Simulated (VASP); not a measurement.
**What goes wrong when Titanium is relaxed with a bad input**

Some relaxations of Titanium get a fault in the input on purpose. Which of them show, and how? The starting structure is a measured crystal structure from the Crystallography Open Database.

Calculated with VASP 6.6.1; Kohn-Sham DFT with plane waves and PAW; PBEsol.

## 1. The structure

It takes space group Im-3m (No. 229, cubic). Conventional cell: a = 3.282 Å, b = 3.282 Å, c = 3.282 Å, α = 90.00°, β = 90.00°, γ = 90.00°. Nearest to Ti lie 8 Ti at 2.84 Å.

## 2. Reference relaxation

This run starts from the cell of an earlier relaxation, which isn't shown; the restart sets up the plane waves anew.

INCAR reads:

```
SYSTEM = Ti
PREC = Accurate
ENCUT = 450
EDIFF = 1E-06
NELM = 100
ISMEAR = 1
SIGMA = 0.1
LREAL = .FALSE.
ALGO = Normal
GGA = PS
NBANDS = 12
LORBIT = 11
LWAVE = .FALSE.
LCHARG = .FALSE.
KPAR = 2
IBRION = 2
NSW = 50
ISIF = 3
EDIFFG = -0.01
```

POSCAR reads:

```
Ti
1.0
   -1.6018973510      1.6018973510      1.6018973510
    1.6018973510     -1.6018973510      1.6018973510
    1.6018973510      1.6018973510     -1.6018973510
Ti
1
Direct
    0.0000000000      0.0000000000      0.0000000000
```

KPOINTS reads:

```
Automatic mesh
0
Gamma
12 12 12
0 0 0
```

The projector-augmented-wave data sets are Ti_sv (PBE family, release 64).

Command:

```console
mpirun -np 2 vasp_std
```

Output:

```text
[banner, memory and clock lines left out]
running    2 mpi-ranks, on    1 nodes
 distrk:  each k-point on    1 cores,    2 groups
 distr:  one band on    1 cores,    1 groups

 POSCAR found type information on POSCAR Ti
 POSCAR found :  1 types and       1 ions
|                                                                             |
|               ----> ADVICE to this user running VASP <----                  |
|                                                                             |
|     You enforced a specific xc type in the INCAR file but a different       |
|     [... a line on the potential file left out ...]
|     I HOPE YOU KNOW WHAT YOU ARE DOING!                                     |
|                                                                             |

 LDA part: xc-table for (Slater+PW92), standard interpolation
 POSCAR, INCAR and KPOINTS ok, starting setup
 FFT: planning ... GRIDC
 FFT: planning ... GRID_SOFT
 FFT: planning ... GRID
 WAVECAR not read
 entering main loop
       N       E                     dE             d eps       ncg     rms          rms(c)
DAV:   1     0.819435306844E+02    0.81944E+02   -0.59856E+03  1752   0.111E+03
DAV:   2    -0.555081501586E+01   -0.87494E+02   -0.85182E+02  1776   0.283E+02
DAV:   3    -0.922762054022E+01   -0.36768E+01   -0.36377E+01  2328   0.605E+01
DAV:   4    -0.930277534556E+01   -0.75155E-01   -0.75117E-01  1956   0.786E+00
DAV:   5    -0.930443989987E+01   -0.16646E-02   -0.16645E-02  2036   0.105E+00    0.912E+00
DAV:   6    -0.823238381245E+01    0.10721E+01   -0.24620E+00  1900   0.223E+01    0.231E+00
DAV:   7    -0.822544980425E+01    0.69340E-02   -0.86747E-02  2052   0.318E+00    0.131E+00
DAV:   8    -0.823567339172E+01   -0.10224E-01   -0.38484E-02  1824   0.230E+00    0.119E-01
DAV:   9    -0.823600946682E+01   -0.33608E-03   -0.29254E-03  2108   0.534E-01    0.795E-02
DAV:  10    -0.823607055042E+01   -0.61084E-04   -0.24637E-04  1904   0.174E-01    0.144E-02
DAV:  11    -0.823604851447E+01    0.22036E-04   -0.19455E-05  2012   0.636E-02    0.564E-03
DAV:  12    -0.823604826405E+01    0.25042E-06   -0.32007E-07  1180   0.719E-03
   1 F= -.82360483E+01 E0= -.82359639E+01  d E =-.823605E+01
 curvature:   0.00 expect dE= 0.000E+00 dE for cont linesearch  0.000E+00
 trial: gam= 0.00000 g(F)=  0.727E-62 g(S)=  0.405E-04 ort = 0.000E+00 (trialstep = 0.100E+01)
 search vector abs. value=  0.405E-04
 bond charge predicted
       N       E                     dE             d eps       ncg     rms          rms(c)
DAV:   1    -0.823713737622E+01   -0.10889E-02   -0.20596E-02  2104   0.205E+00    0.293E-01
DAV:   2    -0.823603550489E+01    0.11019E-02   -0.30376E-03  2072   0.761E-01    0.625E-02
DAV:   3    -0.823600647264E+01    0.29032E-04   -0.32966E-04  2256   0.132E-01    0.206E-02
DAV:   4    -0.823603061244E+01   -0.24140E-04   -0.40334E-05  2256   0.428E-02    0.122E-02
DAV:   5    -0.823605230193E+01   -0.21689E-04   -0.40820E-05  2352   0.276E-02    0.105E-02
DAV:   6    -0.823605492458E+01   -0.26226E-05   -0.32584E-06  1780   0.164E-02    0.183E-03
DAV:   7    -0.823605522671E+01   -0.30213E-06   -0.39410E-07  1268   0.503E-03
   2 F= -.82360552E+01 E0= -.82359501E+01  d E =-.696265E-05
 trial-energy change:   -0.000007  1 .order   -0.000007   -0.000040    0.000027
 step:   0.6034(harm=  0.6034)  dis= 0.00000  next Energy=    -8.236060 (dE=-0.122E-04)
 bond charge predicted
       N       E                     dE             d eps       ncg     rms          rms(c)
DAV:   1    -0.823623085815E+01   -0.17593E-03   -0.32393E-03  2088   0.814E-01    0.116E-01
DAV:   2    -0.823606018367E+01    0.17067E-03   -0.47877E-04  2084   0.302E-01    0.245E-02
DAV:   3    -0.823605511883E+01    0.50648E-05   -0.51383E-05  2240   0.520E-02    0.815E-03
DAV:   4    -0.823605841350E+01   -0.32947E-05   -0.62646E-06  2216   0.169E-02    0.489E-03
DAV:   5    -0.823606117298E+01   -0.27595E-05   -0.64630E-06  2320   0.110E-02    0.418E-03
DAV:   6    -0.823606128754E+01   -0.11456E-06   -0.47267E-07  1172   0.647E-03
   3 F= -.82360613E+01 E0= -.82359647E+01  d E =-.130235E-04
 curvature:  -0.30 expect dE=-0.421E-06 dE for cont linesearch -0.421E-06
 trial: gam= 0.00000 g(F)=  0.435E-61 g(S)=  0.139E-05 ort =-0.751E-05 (trialstep = 0.921E+00)
 search vector abs. value=  0.139E-05
 reached required accuracy - stopping structural energy minimisation
```

The job ended after 5 s (2 MPI ranks of Intel Xeon 6975P-C (Granite Rapids), shared host; peak memory 0.24 GiB; 9.1 s of CPU time).

Lines that name or quote the potential files are left out of all logs, and their timing lines are given in words.

From OUTCAR (step 2):

```text
ion  position               nearest neighbor table
   1  0.000  0.000  0.000-

  LATTYP: Found a body centered cubic cell.
 ALAT       =     3.2037947020

 Subroutine GETGRP returns: Found 48 space group operations
 (whereof 48 operations were pure point group operations)

The static configuration has the point symmetry O_h .

 Found     72 irreducible k-points:

   k-points           NKPTS =     72   k-points in BZ     NKDIM =     72   number of bands    NBANDS=     12

   dimension x,y,z NGX =    20 NGY =   20 NGZ =   20
   dimension x,y,z NGXF=    40 NGYF=   40 NGZF=   40

   ENCUT  =  450.0 eV  33.07 Ry    5.75 a.u.   4.80  4.80  4.80*2*pi/ulx,y,z

   NELECT =      12.0000    total number of electrons

 k-points in reciprocal lattice and weights: Automatic mesh
   0.00000000  0.00000000  0.00000000       0.001
   0.08333333  0.00000000  0.00000000       0.007
   0.16666667  0.00000000  0.00000000       0.007
   0.25000000  0.00000000  0.00000000       0.007
   0.33333333  0.00000000  0.00000000       0.007
   0.41666667  0.00000000  0.00000000       0.007
   0.50000000  0.00000000  0.00000000       0.003
   0.08333333  0.08333333  0.00000000       0.014
   0.16666667  0.08333333  0.00000000       0.028
[...]
0.50000000  0.50000000  0.41666667       0.007
   0.50000000  0.50000000  0.50000000       0.001

 average (electrostatic) potential at core
       1 -71.4619

 E-fermi :   8.5650

 k-point     1 :       0.0000    0.0000    0.0000
  band No.  band energies     occupation
      1     -47.6312      2.00000
      2     -23.5107      2.00000
      3     -23.5107      2.00000
      4     -23.5107      2.00000
      5       2.4872      2.00000
      6       9.5875     -0.00000
      7       9.5875     -0.00000
      8       9.5875     -0.00000
      9      11.4868      0.00000
     10      11.4868      0.00000
    ...

 k-point     2 :       0.0833    0.0000    0.0000
  band No.  band energies     occupation
      1     -47.6199      2.00000
      2     -23.5680      2.00000
      3     -23.5280      2.00000
      4     -23.5111      2.00000
      5       2.7377      2.00000
      6       9.4706     -0.00000
      7       9.5513     -0.00000
      8       9.7741     -0.00000
      9      11.3544      0.00000
     10      11.4942      0.00000
    ...

 k-point     3 :       0.1667    0.0000    0.0000
  band No.  band energies     occupation
      1     -47.5892      2.00000
      2     -23.7225      2.00000
      3     -23.5753      2.00000
      4     -23.5122      2.00000
      5       3.4431      2.00000
      6       9.1659     -0.00000
      7       9.3630     -0.00000
      8      10.3096     -0.00000
      9      11.1588      0.00000
     10      11.5257      0.00000
    ...

  Total        0.0031041      0.0031041      0.0031041     -0.0000000     -0.0000000      0.0000000
  in kB        0.3029092      0.3029092      0.3029092     -0.0000000     -0.0000000      0.0000000
  external PRESSURE =       0.3029092 kB  Pullay stress =       0.0000000 kB

  energy-cutoff  :      450.00
  volume of cell :       16.42
      direct lattice vectors                 reciprocal lattice vectors
    -1.601117662  1.601117662  1.601117662     0.000000000  0.312281859  0.312281859
     1.601117662 -1.601117662  1.601117662     0.312281859  0.000000000  0.312281859
     1.601117662  1.601117662 -1.601117662     0.312281859  0.312281859  0.000000000

 POSITION                                       TOTAL-FORCE (eV/Angst)
 -----------------------------------------------------------------------------------
      0.00000      0.00000      0.00000        -0.000000      0.000000     -0.000000
 -----------------------------------------------------------------------------------
    total drift:                                0.000000     -0.000000      0.000000

  FREE ENERGIE OF THE ION-ELECTRON SYSTEM (eV)
  ---------------------------------------------------
  free  energy   TOTEN  =        -8.2360612875 eV

  energy  without entropy=       -8.2357714277  energy(sigma->0) =       -8.23596467

 reached required accuracy - stopping structural energy minimisation

 total charge
# of ion       s       p       d       tot
------------------------------------------
    1        2.255   6.119   1.964  10.339

[... 3 further parts left out ...]
```

The PAW data sets were made with PBE, which is usual practice but a small mismatch for other functionals. The run keeps the 48 symmetry operations of its start, so it cannot find a distortion of lower symmetry.

The reference relaxation ends at 16.418 Å³ an atom.

## 3. Relaxation with too few electronic steps

A slip made on purpose: too few electronic steps. Against step 2 the input has NELM = 4 (also changed: NSW).

INCAR, as its differences from that of step 2:

```diff
@@ -4,3 +4,3 @@
 EDIFF = 1E-06
-NELM = 100
+NELM = 4
 ISMEAR = 1
@@ -16,3 +16,3 @@
 IBRION = 2
-NSW = 50
+NSW = 30
 ISIF = 3
```

POSCAR reads:

```
Ti
1.0
   -1.6410000000      1.6410000000      1.6410000000
    1.6410000000     -1.6410000000      1.6410000000
    1.6410000000      1.6410000000     -1.6410000000
Ti
1
Direct
    0.0000000000      0.0000000000      0.0000000000
```

KPOINTS is that of step 2.

Command:

```console
mpirun -np 2 vasp_std
```

Output:

```text
[banner, memory and clock lines left out]
running    2 mpi-ranks, on    1 nodes
[...]
[... a notice as in an earlier step ...]

 LDA part: xc-table for (Slater+PW92), standard interpolation
 POSCAR, INCAR and KPOINTS ok, starting setup
[...]
entering main loop
       N       E                     dE             d eps       ncg     rms          rms(c)
DAV:   1     0.800114356427E+02    0.80011E+02   -0.60377E+03  1744   0.109E+03
DAV:   2    -0.554802126417E+01   -0.85559E+02   -0.83454E+02  1768   0.280E+02
DAV:   3    -0.934444521659E+01   -0.37964E+01   -0.37649E+01  2336   0.612E+01
DAV:   4    -0.942482088644E+01   -0.80376E-01   -0.80297E-01  1988   0.787E+00
|                                                                             |
|           W    W    AA    RRRRR   N    N  II  N    N   GGGG   !!!           |
|           W    W   A  A   R    R  NN   N  II  NN   N  G    G  !!!           |
|           W    W  A    A  R    R  N N  N  II  N N  N  G       !!!           |
[...]
|     EEEEE    RRRRRR   RRRRRR   O     O  RRRRRR       #       #       #      |
|     E        R   R    R   R    O     O  R   R                               |
|     E        R    R   R    R   O     O  R    R      ###     ###     ###     |
|     EEEEEEE  R     R  R     R  OOOOOOO  R     R     ###     ###     ###     |
|                                                                             |
|     Orbital orthonormalization failed in the inversion of matrix            |
|     LAPACK: Routine ZPOTRF failed! kpoint: 1 spin: 1                        |
|                                                                             |
|     Possible solutions for this issue are:                                  |
|     - Please check whether the atoms are too close to each other.           |
|     - Decreasing POTIM might help during relaxations or MDs.                |
|     - Deleting CHGCAR or WAVECAR if incompatible with the structure.        |
|     - Try calculating without symmetrizing (ISYM = 0 or ISYM = -1).         |
|     - As last resort: using a different PAW for some of the atoms.          |
|                                                                             |
|       ---->  I REFUSE TO CONTINUE WITH THIS SICK JOB ... BYE!!! <----       |
|                                                                             |

1
1
```

Run time: 3.4 s. Hardware: 2 MPI ranks.

VASP stopped with this message: “Orbital orthonormalization failed in the inversion of matrix LAPACK: Routine ZPOTRF failed! kpoint: 1 spin: 1”.

## 4. Relaxation with a k mesh far too coarse

A slip made on purpose: a k mesh far too coarse. Against step 2 the input has a 2×2×2 mesh (also changed: NELM, NCORE and KPAR).

INCAR, as its differences from that of step 3:

```diff
@@ -4,3 +4,3 @@
 EDIFF = 1E-06
-NELM = 4
+NELM = 60
 ISMEAR = 1
@@ -14,5 +14,5 @@
 LCHARG = .FALSE.
-KPAR = 2
+NCORE = 2
 IBRION = 2
-NSW = 30
+NSW = 50
 ISIF = 3
```

POSCAR is that of step 3.

KPOINTS reads:

```
Automatic mesh
0
Gamma
2 2 2
0 0 0
```

Command:

```console
mpirun -np 2 vasp_std
```

Output:

```text
[banner, memory and clock lines left out]
running    2 mpi-ranks, on    1 nodes
[...]
[... a notice as in an earlier step ...]

 LDA part: xc-table for (Slater+PW92), standard interpolation
 POSCAR, INCAR and KPOINTS ok, starting setup
[...]
entering main loop
       N       E                     dE             d eps       ncg     rms          rms(c)
DAV:   1     0.787599365423E+02    0.78760E+02   -0.55763E+03    72   0.938E+02
DAV:   2    -0.671069476664E+01   -0.85471E+02   -0.83647E+02    72   0.278E+02
DAV:   3    -0.960046095213E+01   -0.28898E+01   -0.28681E+01    92   0.564E+01
DAV:   4    -0.963601554571E+01   -0.35555E-01   -0.35547E-01    80   0.524E+00
[...]
DAV:  10    -0.898617261485E+01   -0.34070E-04   -0.65668E-05    76   0.902E-02    0.369E-02
DAV:  11    -0.898617572375E+01   -0.31089E-05   -0.28241E-05    72   0.615E-02    0.208E-03
DAV:  12    -0.898617475085E+01    0.97290E-06   -0.45837E-07    48   0.724E-03
   1 F= -.89861748E+01 E0= -.89825909E+01  d E =-.898617E+01
[...]
DAV:  17    -0.104714310234E+02    0.25028E-06   -0.67038E-07    48   0.819E-03
   2 F= -.10471431E+02 E0= -.10468320E+02  d E =-.148526E+01
 trial-energy change:   -1.485256  1 .order   -0.929638   -1.901487    0.042212
 step:   0.9920(harm=  0.9783)  dis= 0.00000  next Energy=   -10.471600 (dE=-0.149E+01)
[...]
N       E                     dE             d eps       ncg     rms          rms(c)
DAV:   1    -0.104756783096E+02   -0.42470E-02   -0.10688E-01    80   0.427E+00    0.796E-01
DAV:   2    -0.104715783314E+02    0.41000E-02   -0.11513E-02    76   0.137E+00    0.134E-01
DAV:   3    -0.104713843182E+02    0.19401E-03   -0.18932E-03    76   0.412E-01    0.809E-02
DAV:   4    -0.104715130273E+02   -0.12871E-03   -0.17407E-04    84   0.945E-02    0.325E-02
DAV:   5    -0.104716044359E+02   -0.91409E-04   -0.16862E-04    76   0.671E-02    0.308E-02
DAV:   6    -0.104716318377E+02   -0.27402E-04   -0.33042E-05    68   0.470E-02    0.651E-03
DAV:   7    -0.104716354511E+02   -0.36135E-05   -0.13138E-05    76   0.198E-02    0.119E-03
DAV:   8    -0.104716356882E+02   -0.23703E-06   -0.19106E-07    36   0.403E-03
   3 F= -.10471636E+02 E0= -.10468524E+02  d E =-.148546E+01
[...]
reached required accuracy - stopping structural energy minimisation
```

It took 1.6 s on 2 MPI ranks; peak memory 0.21 GiB; 2.3 s of CPU time.

OUTCAR, selected parts (step 4):

```text
  Total        0.0041365      0.0041365      0.0041365      0.0000000      0.0000000     -0.0000000
  in kB        0.6639988      0.6639988      0.6639988      0.0000000      0.0000000     -0.0000000
  external PRESSURE =       0.6639988 kB  Pullay stress =       0.0000000 kB

 POSITION                                       TOTAL-FORCE (eV/Angst)
 -----------------------------------------------------------------------------------
      0.00000     -0.00000      0.00000        -0.000000      0.000000      0.000000
 -----------------------------------------------------------------------------------
    total drift:                                0.000000     -0.000000      0.000000

  FREE ENERGIE OF THE ION-ELECTRON SYSTEM (eV)
  ---------------------------------------------------
  free  energy   TOTEN  =       -10.4716356882 eV

  energy  without entropy=      -10.4623017134  energy(sigma->0) =      -10.46852436

[... 1 part as in an earlier step ...]

[... 3 further parts left out ...]
[key lines of the parts left out:]
E-fermi :  16.3165
```

With a k mesh far too coarse the cell ends at 9.981 Å³ an atom, -39.21 % from the reference.

## 5. Relaxation with too few ionic steps

A slip made on purpose: too few ionic steps. Against step 2 the input has NSW = 2 (also changed: NELM).

INCAR, as its differences from that of step 4:

```diff
@@ -14,5 +14,5 @@
 LCHARG = .FALSE.
-NCORE = 2
+KPAR = 2
 IBRION = 2
-NSW = 50
+NSW = 2
 ISIF = 3
```

POSCAR is that of step 4.

KPOINTS reads:

```
Automatic mesh
0
Gamma
12 12 12
0 0 0
```

Command:

```console
mpirun -np 2 vasp_std
```

Output:

```text
[... set-up lines as in an earlier step ...]
 entering main loop
       N       E                     dE             d eps       ncg     rms          rms(c)
[... 4 cycles as in an earlier step ...]
DAV:   5    -0.942678379032E+01   -0.19629E-02   -0.19629E-02  2024   0.107E+00    0.855E+00
DAV:   6    -0.820420503146E+01    0.12226E+01   -0.30797E+00  1860   0.239E+01    0.201E+00
DAV:   7    -0.819950716003E+01    0.46979E-02   -0.77656E-02  2012   0.270E+00    0.124E+00
DAV:   8    -0.820708642859E+01   -0.75793E-02   -0.34779E-02  1824   0.235E+00    0.143E-01
DAV:   9    -0.820744233030E+01   -0.35590E-03   -0.27941E-03  2128   0.559E-01    0.759E-02
DAV:  10    -0.820745318119E+01   -0.10851E-04   -0.37324E-04  1856   0.226E-01    0.230E-02
DAV:  11    -0.820744069845E+01    0.12483E-04   -0.50752E-05  1892   0.110E-01    0.972E-03
DAV:  12    -0.820744032898E+01    0.36946E-06   -0.30408E-06  2048   0.199E-02
   1 F= -.82074403E+01 E0= -.82074898E+01  d E =-.820744E+01
[...]
N       E                     dE             d eps       ncg     rms          rms(c)
DAV:   1    -0.108474880760E+02   -0.26400E+01   -0.50135E+01  2120   0.965E+01    0.138E+01
DAV:   2    -0.823791896783E+01    0.26096E+01   -0.57139E+00  1944   0.360E+01    0.355E+00
DAV:   3    -0.812714498216E+01    0.11077E+00   -0.89243E-01  2520   0.767E+00    0.115E+00
DAV:   4    -0.817612887572E+01   -0.48984E-01   -0.10555E-01  2232   0.231E+00    0.440E-01
[...]
DAV:   9    -0.822288564555E+01    0.23907E-05   -0.84159E-05  1916   0.796E-02    0.107E-03
DAV:  10    -0.822288684107E+01   -0.11955E-05   -0.19484E-06  1680   0.877E-03    0.144E-03
DAV:  11    -0.822288690694E+01   -0.65874E-07   -0.61646E-07  1308   0.512E-03
   2 F= -.82228869E+01 E0= -.82222809E+01  d E =-.154466E-01
 trial-energy change:   -0.015447  1 .order   -0.011740   -0.098637    0.075157
 step:   0.5983(harm=  0.5676)  dis= 0.00000  next Energy=    -8.237742 (dE=-0.303E-01)
```

It took 4.6 s on 2 MPI ranks; peak memory 0.24 GiB.

[end of part 1 of 2]

[Lines on the potential files, build, host, timing and source positions are cut from VASP's logs without a mark.]

[Logs are printed without paths, hosts, clocks, repeated set-up lines and the standing remarks that a program may print on its own settings, such as how far it seeks lower states.]

[Hosts, paths, dates, database ids (printed as entryN), source tags and the programs' standing remarks are cut or masked in the printed files.]
